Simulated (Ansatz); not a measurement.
# TiO2 (Anatase) (I4_1/amd) in Ansatz: a series of runs

One crystal, TiO2 (Anatase), is run at these levels: r2SCAN, RPBE, revPBE; tasks: band structure.

Program: Ansatz 0.2.0. These are calculated values, not measurements. Logs are shortened: lines on timing, memory, paths and dates and some standing lists are left out, and cuts for length are marked.

### 1 Starting point

Symmetry: I4_1/amd, No. 141, tetragonal system. Conventional cell: a = 3.784 Å, b = 3.784 Å, c = 9.515 Å, α = 90.00°, β = 90.00°, γ = 90.00°. Ti (site symmetry -4m2) is surrounded by 6 O at 1.93 to 1.98 Å. Around O (site symmetry 2mm) lie 3 Ti at 1.93 to 1.98 Å.

### 2 Band structure, r2SCAN

The input, input.yaml:

```yaml
crystal:
  lattice:
    - [-1.8921, 1.8921, 4.7573]
    - [1.8921, -1.8921, 4.7573]
    - [1.8921, 1.8921, -4.7573]
  atoms:
    - { symbol: Ti, position: [0.75, 0.25, 0.5] }
    - { symbol: Ti, position: [0.0, 0.0, 0.0] }
    - { symbol: O, position: [0.7919, 0.7919, 0.0] }
    - { symbol: O, position: [0.5419, 0.0419, 0.5] }
    - { symbol: O, position: [0.9581, 0.4581, 0.5] }
    - { symbol: O, position: [0.2081, 0.2081, 0.0] }
hamiltonian:
  xc: r2scan
  pseudopotentials: { kind: paw }
kpoints:
  mp_grid: { grid: [10, 10, 10] }
  band_path:
    path:
      - [[0.0, 0.0, 0.0], [-0.5, 0.5, 0.0], [-0.5, 0.5, -0.0790928267], [-0.2895464134, 0.2895464134, -0.2895464134], [0.0, 0.0, 0.0], [0.5, 0.5, -0.5], [0.2895464134, 0.7104535866, -0.7104535866], [0.0, 0.5, -0.5], [-0.25, 0.75, -0.25], [0.0790928267, 0.9209071733, -0.5], [0.5, 0.5, -0.5]]
      - [[-0.5, 0.5, 0.0], [-0.25, 0.75, -0.25]]
    npoints: 14
scf:
  occupations: { method: fermi_dirac, width: 0.05 }
  n_extra_bands: 15
output:
  forces: true
  stress: true
  eigenvalues: true
  fatbands: false
```

Potentials or basis: Ansatz PAW.

Started as:

```console
ansatz run input.yaml --threads 2 --pin off --max-ram 5632MiB --backend cpu --events-out ev --progress --plain --runs-dir out
```

What it wrote:

```text
Warning: RAYON_NUM_THREADS=2 ignored (pool sized by the plan → 2); use --threads N
basis.fft_grid_basis auto: the FFT boxes are laid along the combinations [[1, 0, 1], [0, 1, 1], [0, 0, 1]] of the cell's own vectors, 3.784, 3.784 and 5.458 Å long. The dense box has 30×30×40 points. Along the cell's own vectors, as sized, it would have 40×40×40, 1.78 times as many. Of the 16 symmetry operations that the crystal satisfies within crystal.symmetry.tolerance (time reversal apart; of a slab, those that keep its plane) the dense box along the cell's own vectors carries 16, and the one as laid loses 14 of those. basis.fft_grid_basis: typed keeps the cell's own vectors: state it where this run's energies or levels are differenced outside the engine with another run's, or held beside a run that keeps those vectors.
scf.n_extra_bands = 15 over 24 filled bands (N_el = 48.0): the run solves 39 bands
Engine: ansatz 0.2.0, x86_64-unknown-linux-gnu
Pseudopotentials: kind: paw
Pseudopotential: Ti, paw, valence charge 12, recommended cutoff 500 eV (meta_gga), Ti.paw.azcp
Pseudopotential: O, paw, valence charge 6, recommended cutoff 500 eV (meta_gga), O.paw.azcp
Functional definition: r2SCAN
  parameter k0 = 0.174
  parameter k1 = 0.065
  parameter a1 = 4.9479
  exchange = r2scan_x(k0 = k0, k1 = k1, a1 = a1)
  correlation = r2scan_c
Crystal: 6 atoms, lattice volume = 68.125 Å³
Basis set: ecut = 500 eV, 1693 PW (Γ), FFT grids on a1+a3, a2+a3, a3, exchange–correlation on 120×120×160 points (64 copies of the dense FFT grid, shifted against one another)
Bands: 39, of which v1, the nominal top of the filled ones, is band 24 counted from 1 (23 counted from 0)
Symmetry: 16 space group operations
Space group: I41/amd (ITA 141), of the structure as read, at distance tolerance 4.1e-5 Å
k-points: 102 of 1000
Non-local potential: Ti, projectors of the file, l = 0: 3, l = 1: 2, l = 2: 3, l = 3: 1
Non-local potential: O, projectors of the file, l = 0: 2, l = 1: 2, l = 2: 1
PAW form: soft (Blöchl's): semilocal exchange-correlation on the pseudo side does not see the compensation charge
PAW frozen core: Ti, regenerated for the run's functional (the file was generated under x = pbe(κ = 0.804, μ = 0.2195149727645171), c = pbe(β = 0.06672455060314922))
PAW frozen core: O, regenerated for the run's functional (the file was generated under x = pbe(κ = 0.804, μ = 0.2195149727645171), c = pbe(β = 0.06672455060314922))
PAW one-centre angular grid: Ti, 590 points (default); XC on 160 Gauss nodes
PAW one-centre angular grid: O, 302 points (default); XC on 160 Gauss nodes
Initial density: superposition of atomic densities (neutral atoms: chi_scale 0, normalization atom), corrected by the library's trained network
Initial wavefunctions: pseudopotential atomic-orbital guess
Functional: x = r2scan, c = r2scan; τ floored in thin density (d = 2e-4 eV/Å³)
SCF iter   1: F=—  HF=-7292.638906 eV  |F-HF|=—  |Δ(HF+E_count)|=         —  Δρ=2.70e-2  dr2=5.82e-1  dr2_τ=3.98e-1  ethr=1.77e-3  ⟨swp⟩=5.9  Hψ=17295  notcnv=0  defer=161
preconditioner: auto → none  [insulator: Δε(μ)=3.039 eV  Ē_g=14.661 eV  σ=0.050 eV  W_gap=1.00  n_scr=14 (ndim 8)  ℏωp=25.4 eV  f_vac=0.101  D(μ)=0.00/eV (n_scr^D=0)  ε∞_Penn≈4.0]
SCF iter   2: F=—  HF=-7292.822682 eV  |F-HF|=—  |Δ(HF+E_count)|=   1.84e-1  Δρ=3.64e-2  dr2=8.52e-1  dr2_τ=1.02e-1  ethr=1.21e-3  ⟨swp⟩=2.3  Hψ=7498  notcnv=0  defer=865
SCF iter   3: F=—  HF=-7292.660584 eV  |F-HF|=—  |Δ(HF+E_count)|=   1.62e-1  Δρ=6.52e-3  dr2=1.18e-2  dr2_τ=1.33e-3  ethr=1.21e-3  ⟨swp⟩=2.0  Hψ=4977  notcnv=0  defer=865
SCF iter   4: F=—  HF=-7292.662244 eV  |F-HF|=—  |Δ(HF+E_count)|=   1.66e-3  Δρ=1.72e-3  dr2=2.35e-3  dr2_τ=2.11e-4  ethr=2.46e-5  ⟨swp⟩=2.7  Hψ=5305  notcnv=0  defer=865
SCF iter   5: F=—  HF=-7292.661821 eV  |F-HF|=—  |Δ(HF+E_count)|=   4.23e-4  Δρ=2.59e-4  dr2=1.18e-5  dr2_τ=3.85e-6  ethr=4.91e-6  ⟨swp⟩=2.0  Hψ=3995  notcnv=0  defer=865
SCF iter   6: F=—  HF=-7292.661833 eV  |F-HF|=—  |Δ(HF+E_count)|=   1.19e-5  Δρ=5.92e-5  dr2=2.81e-6  dr2_τ=9.09e-8  ethr=2.45e-8  ⟨swp⟩=2.0  Hψ=6379  notcnv=0  defer=865
SCF iter   7: F=-7292.661833 eV  HF=-7292.661833 eV  |F-HF|=4.20e-9  |Δ(HF+E_count)|=   3.66e-7  Δρ=6.40e-6  dr2=9.47e-9  dr2_τ=4.39e-9  ethr=2.08e-10  ⟨swp⟩=8.9  Hψ=20073  notcnv=0
SCF 1 converged in 7 iterations: F = -7292.661833 eV  dr2 = 9.47e-9
NSCF: frozen V_eff on 156 k-points
SCF converged after 7 iterations
Free energy (F): -7292.661833 eV
Harris-Foulkes:  -7292.661833 eV  (|F-HF|=4.20e-9)
Internal energy: -7292.661833 eV  (E = F + TS)
E sigma→0 (E₀):  -7292.661833 eV
Fermi energy:    8.270296 eV
--- Per-component energies (eV) ---
  E_band       = -505.830662
  E_kinetic    = 1252.060765
  E_local      = -3562.896640  (includes V_loc(G=0)·N_el)
  E_nonlocal   = 191.967903
  E_hartree    = 1379.504138
  E_xc         = -482.805122
  E_vxc        = -693.436977  (∫ρ·V_xc dr)
  E_paw        = -2747.667303  (= ΣΔE_a)
  E_vpaw       = -498.394964  (= ΣTr[D̂ρ^β])
  E_aug_tail   = 0.004655  (compensation charges beyond the density's cutoff)
  E_vtau       = 45.857761  (kinetic-family band-sum trace: ∫τ·v_τ [+ j·A + Jᵃ·Aᵃ] dr)
  E_ewald      = -3322.195552
  E_core_change = -0.634678  (= ΣΔE_core)
  E_smearing   = -0.000000  (= −TS)
  E_closure    = -0.000000  (closes the sum)
  Σ components = -7292.661833   (vs F -7292.661833, Δ=0.00e0)
--- Forces (eV/Å), atoms counted from 1 ---
  atom   1  Ti     0.00000000     0.00000000     0.00000000
  atom   2  Ti    -0.00000000     0.00000000    -0.00000000
  atom   3  O      0.00000000    -0.00000000    -0.00952102
  atom   4  O     -0.00000000    -0.00000000    -0.00952102
  atom   5  O     -0.00000000    -0.00000000     0.00952102
  atom   6  O      0.00000000    -0.00000000     0.00952102
  max |Σ_I F_I| component: 7.91e-18 eV/Å
--- Stress (GPa, compression-positive) ---
        0.223144      -0.000000       0.000000
       -0.000000       0.223144      -0.000000
        0.000000      -0.000000       1.109829
  P = ⅓ Tr σ = 0.5187 GPa (5.187 kbar)
--- Band table (eV; the first three rows and the last of 102) ---
  k-point 0: bands = ["-51.6379", "-51.5766", "-27.0434", "-26.7978", "-26.7978", "-26.7258", "-26.7258", "-26.6400", "-11.7210", "-10.7200", "-10.5660", "-10.2343", "2.9072", "3.0793", "3.0793", "3.4493", "4.8496", "4.8496", "4.8851", "6.1590", "6.1921", "6.1921", "6.4753", "6.4753", "9.4725", "10.2114", "11.3647", "11.3647", "11.3789", "11.3789", "12.3522", "12.6329", "12.6550", "13.6915", "15.0971", "19.7715", "21.0767", "24.0680", "24.0680"]
  k-point 1: bands = ["-51.6360", "-51.5777", "-27.0428", "-26.8179", "-26.8047", "-26.7369", "-26.7258", "-26.6356", "-11.6235", "-10.6596", "-10.5236", "-10.2044", "2.8683", "2.8881", "2.9549", "3.4626", "4.6525", "4.9388", "4.9907", "5.9504", "5.9724", "6.0100", "6.1918", "6.6002", "9.8823", "10.2751", "10.9274", "11.1685", "11.2151", "11.3380", "12.7884", "12.9180", "13.1379", "13.8444", "15.4720", "19.8740", "21.0914", "22.9814", "24.5467"]
  k-point 2: bands = ["-51.6305", "-51.5809", "-27.0416", "-26.8657", "-26.8221", "-26.7659", "-26.7233", "-26.6314", "-11.3552", "-10.5067", "-10.4081", "-10.1275", "2.4747", "2.6796", "2.8285", "3.5587", "4.2356", "4.7189", "4.9677", "5.1835", "5.3496", "5.8114", "6.3310", "6.6983", "10.3193", "10.4999", "10.6554", "11.0103", "11.0630", "11.4922", "13.0362", "13.8398", "13.8511", "14.1350", "16.4265", "20.1489", "21.2445", "21.4897", "24.0470"]
  k-point 101: bands = ["-51.6073", "-51.6073", "-26.8453", "-26.8453", "-26.8210", "-26.8210", "-26.7023", "-26.7023", "-11.1355", "-11.1355", "-10.5075", "-10.5075", "3.1697", "3.1697", "3.1712", "3.1712", "4.8868", "4.8868", "5.5733", "5.5733", "5.6674", "5.6674", "6.8321", "6.8321", "9.8295", "9.8295", "11.1444", "11.1444", "11.6183", "11.6183", "12.2711", "12.2711", "13.1758", "13.1758", "17.1313", "17.1313", "23.8725", "23.8725", "24.5855"]
```

It took 69 s on 2 threads of Intel Xeon at 2.50GHz (Skylake/Cascade Lake), shared host; peak memory 0.67 GiB.

Results:

| Quantity | Value |
| --- | --- |
| Free energy | -7292.6618 eV |
| Pressure | 0.5 GPa |
| Largest force | 0.010 eV/Å |
| Band gap on the k mesh | 2.52 eV, indirect (least direct gap 2.86 eV) |
| Band gap along the path | 2.50 eV, indirect (least direct gap 2.86 eV) |

Forces in eV/Å, atoms in the order of the input:
```
Ti   0.000  0.000  0.000
Ti   0.000  0.000  0.000
O    0.000  0.000 -0.010
O    0.000  0.000 -0.010
O    0.000  0.000  0.010
O    0.000  0.000  0.010
```

Stress tensor (GPa, compression positive):
```
0.22 0.00 0.00
0.00 0.22 0.00
0.00 0.00 1.11
```

Levels at the corners of the path, in eV from the valence-band top:
```
point  band 21  band 22  band 23  band 24  band 25  band 26  band 27  band 28
    Γ    -0.78    -0.78    -0.50    -0.50     2.50     3.24     4.39     4.39
    X    -2.10    -2.10    -0.05    -0.05     3.73     3.73     4.20     4.20
    Y    -1.94    -1.94    -0.09    -0.09     3.70     3.70     4.14     4.14
    S    -1.23    -0.97    -0.94    -0.85     3.60     3.88     3.95     4.00
    Γ    -0.78    -0.78    -0.50    -0.50     2.50     3.24     4.39     4.39
    Z    -1.30    -1.30    -0.14    -0.14     2.86     2.86     4.17     4.17
   S1    -1.23    -0.97    -0.94    -0.85     3.60     3.88     3.95     4.00
    N    -1.98    -0.99    -0.87    -0.68     3.63     3.94     3.95     4.05
    P    -1.63    -1.63    -0.24    -0.24     3.95     3.95     3.99     3.99
   Y1    -1.94    -1.94    -0.09    -0.09     3.70     3.70     4.14     4.14
    Z    -1.30    -1.30    -0.14    -0.14     2.86     2.86     4.17     4.17
    X    -2.10    -2.10    -0.05    -0.05     3.73     3.73     4.20     4.20
    P    -1.63    -1.63    -0.24    -0.24     3.95     3.95     3.99     3.99
```

Caveat: the PAW data sets come from PBE, with cores solved anew for the run's functional, which leaves a small shift of forces and pressure. r2SCAN opens gaps a little over a GGA but as a rule still falls short of measured ones.

### 3 Band structure, RPBE

Changes to input.yaml since step 2:

```diff
@@ -13,3 +13,3 @@
 hamiltonian:
-  xc: r2scan
+  xc: rpbe
   pseudopotentials: { kind: paw }
@@ -29,2 +29,2 @@
   eigenvalues: true
-  fatbands: false
+  fatbands: true
```

Potentials or basis: Ansatz PAW.

Started as:

```console
ansatz run input.yaml --threads 2 --pin off --max-ram 5632MiB --backend cpu --events-out ev --progress --plain --runs-dir out
```

Run time: 39 s. Hardware: 2 threads of Intel Xeon at 2.50GHz (Skylake/Cascade Lake), shared host; peak memory 0.5 GiB.

Results (log left out):

```yaml
Free_energy: -7293.0499 eV
Pressure: 9.8 GPa
Largest_force: 0.169 eV/Å
Band_gap_on_the_k_mesh: 2.18 eV, indirect (least direct gap 2.50 eV)
Band_gap_along_the_path: 2.17 eV, indirect (least direct gap 2.50 eV)
```

Forces on the atoms (eV/Å):
```
Ti   0.000  0.000  0.000
Ti   0.000  0.000  0.000
O    0.000  0.000 -0.169
O    0.000  0.000 -0.169
O    0.000  0.000  0.169
O    0.000  0.000  0.169
```

Stress tensor (GPa, compression positive):
```
 9.33  0.00  0.00
 0.00  9.33  0.00
 0.00  0.00 10.65
```

Levels at the corners of the path, in eV from the valence-band top:
```tsv
point	band 21	band 22	band 23	band 24	band 25	band 26	band 27	band 28
Γ	-0.75	-0.75	-0.47	-0.47	2.17	2.89	4.04	4.04
X	-2.04	-2.04	-0.05	-0.05	3.39	3.39	3.85	3.85
Y	-1.88	-1.88	-0.09	-0.09	3.36	3.36	3.80	3.80
S	-1.17	-0.93	-0.89	-0.81	3.26	3.52	3.61	3.65
Γ	-0.75	-0.75	-0.47	-0.47	2.17	2.89	4.04	4.04
Z	-1.25	-1.25	-0.12	-0.12	2.52	2.52	3.81	3.81
S1	-1.17	-0.93	-0.89	-0.81	3.26	3.52	3.61	3.65
N	-1.95	-0.94	-0.83	-0.64	3.28	3.60	3.60	3.70
P	-1.58	-1.58	-0.24	-0.24	3.61	3.61	3.65	3.65
Y1	-1.88	-1.88	-0.09	-0.09	3.36	3.36	3.80	3.80
Z	-1.25	-1.25	-0.12	-0.12	2.52	2.52	3.81	3.81
X	-2.04	-2.04	-0.05	-0.05	3.39	3.39	3.85	3.85
P	-1.58	-1.58	-0.24	-0.24	3.61	3.61	3.65	3.65
```

Caveat: the pressure holds a Pulay correction of +0.6 GPa for the finite cutoff; the PAW data sets come from PBE, with cores solved anew for the run's functional, which leaves a small shift of forces and pressure.

### 4 Band structure, revPBE

Changes to input.yaml since step 3:

```diff
@@ -13,3 +13,3 @@
 hamiltonian:
-  xc: rpbe
+  xc: revpbe
   pseudopotentials: { kind: paw }
@@ -29,2 +29,2 @@
   eigenvalues: true
-  fatbands: true
+  fatbands: false
```

Started as:

```console
ansatz run input.yaml --threads 2 --pin off --max-ram 5632MiB --backend cpu --events-out ev --progress --plain --runs-dir out
```

Wall time 33 s (2 threads of Intel Xeon at 2.50GHz (Skylake/Cascade Lake), shared host); peak memory 0.5 GiB.

It converged, with:

* Free energy: -7288.6385 eV
* Pressure: 8.6 GPa
* Largest force: 0.151 eV/Å
* Band gap on the k mesh: 2.17 eV, indirect (least direct gap 2.49 eV)
* Band gap along the path: 2.15 eV, indirect (least direct gap 2.49 eV)

Forces on the atoms (eV/Å):
```
Ti   0.000  0.000  0.000
Ti   0.000  0.000  0.000
O    0.000  0.000 -0.151
O    0.000  0.000 -0.151
O    0.000  0.000  0.151
O    0.000  0.000  0.151
```

Stress tensor (GPa, compression positive):
```
8.13 0.00 0.00
0.00 8.13 0.00
0.00 0.00 9.42
```

Levels at the corners of the path, in eV from the valence-band top:
```csv
point,band 22,band 23,band 24,band 25,band 26,band 27
Γ,-0.75,-0.47,-0.47,2.15,2.88,4.03
X,-2.04,-0.05,-0.05,3.38,3.38,3.85
Y,-1.89,-0.09,-0.09,3.35,3.35,3.79
S,-0.93,-0.90,-0.81,3.25,3.51,3.60
Γ,-0.75,-0.47,-0.47,2.15,2.88,4.03
Z,-1.25,-0.12,-0.12,2.51,2.51,3.80
S1,-0.93,-0.90,-0.81,3.25,3.51,3.60
N,-0.94,-0.83,-0.64,3.27,3.59,3.60
P,-1.58,-0.24,-0.24,3.60,3.60,3.64
Y1,-1.89,-0.09,-0.09,3.35,3.35,3.79
Z,-1.25,-0.12,-0.12,2.51,2.51,3.80
X,-2.04,-0.05,-0.05,3.38,3.38,3.85
P,-1.58,-0.24,-0.24,3.60,3.60,3.64
```

Caveat: the pressure holds a Pulay correction of +0.6 GPa for the finite cutoff; the PAW data sets come from PBE, with cores solved anew for the run's functional, which leaves a small shift of forces and pressure. revPBE gaps usually lie below the measured ones, often by a third to a half.

### 5 Overview

```tsv
level	cutoff (eV)	gap on the mesh (eV)	pressure (GPa)	largest force (eV/Å)
r2SCAN	500	2.52	0.5	0.01
RPBE	420	2.18	9.8	0.17
revPBE	420	2.17	8.6	0.15
```

Alike in all rows: task band structure; potentials or basis Ansatz PAW; no spin polarisation; cell as given; k mesh 10 × 10 × 10; smearing fermi-dirac 0.05 eV.

On the cell as given the gap runs from 2.15 eV (revPBE) to 2.50 eV (r2SCAN). The pressure there spans 0.5 GPa (r2SCAN) to 9.8 GPa (RPBE); a positive pressure means that this level wants a larger cell, a negative one a smaller.

Caveats: the PAW data sets come from PBE, with cores solved anew for the run's functional, which leaves a small shift of forces and pressure.

Total energies depend on the potentials used, so only differences within one code and one set of settings carry meaning.
